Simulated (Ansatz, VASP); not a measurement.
MgS in VASP and in Ansatz

File INCAR:

```
SYSTEM = MgS
PREC = Accurate
ENCUT = 520
EDIFF = 1E-8
ISMEAR = -1
SIGMA = 0.03
LREAL = .FALSE.
LASPH = .TRUE.
NELM = 60
ALGO = Normal
ISIF = 2
LWAVE = .FALSE.
LCHARG = .FALSE.
GGA = PS
LEFG = .TRUE.
NBANDS = 11
```

The input KPOINTS:

```
regular mesh
0
G
  10 10 10
  0 0 0
```

Contents of POSCAR:

```
MgS
1.0
    0.0000000000      2.6016500000      2.5496170000
    2.6016500000      0.0000000000      2.5496170000
    2.6016500000      2.6016500000      0.0000000000
Mg S
1 1
Direct
    0.0000000000      0.0000000000      0.0000000000
    0.5000000000      0.5000000000      0.5000000000
```

Input for Ansatz:

```yaml
crystal:
  lattice:
    - [0.0, 2.60165, 2.549617]
    - [2.60165, 0.0, 2.549617]
    - [2.60165, 2.60165, 0.0]
  atoms:
    - { symbol: Mg, position: [0.0, 0.0, 0.0] }
    - { symbol: S, position: [0.5, 0.5, 0.5] }
kpoints:
  mp_grid: { grid: [10, 10, 10] }
scf:
  occupations: { method: fermi_dirac, width: 0.03 }
hamiltonian:
  xc: pbesol
  pseudopotentials: { kind: all_electron, datasets: crystal }
output:
  forces: true
  stress: true
  eigenvalues: true
  efg: { contact_densities: true }
```

Change from the starting cell: zz strain of -2 %, crystal datasets.

Alike in both runs: task electric field gradients; functional PBEsol; k mesh 10 × 10 × 10; occupations fermi-dirac, width 0.03 eV; no spin polarisation.

|  | VASP | Ansatz |
| --- | --- | --- |
| version | VASP 6.6.1 | Ansatz 0.2.0 |
| potentials or method | VASP PAW PBE potentials, release 64 (Mg, S) | all-electron PAW with datasets made for the crystal, scalar-relativistic |
| plane-wave cutoff (eV) | 520 | see its input |

VASP gave:

```
gap on the k mesh at the Fermi level (eV)                      : 2.65
pressure (GPa)                                                 : 0.5
largest component of the traceless stress (GPa)                : 1.61
Vzz of the field gradient on the site that differs most (V/Å²) : -1.9
```

Which values does Ansatz return?

gap on the k mesh at the Fermi level (eV): 2.65; pressure (GPa): 0.7; largest component of the traceless stress (GPa): 1.61; Vzz of the field gradient on the site that differs most (V/Å²): -1.6.

Ansatz ran all-electron here, so the differences hold the error of VASP's frozen core and of both bases.

Caveats: the PAW data sets were made with another functional, which shifts forces and pressure a little (VASP). A k mesh can miss the band edges.
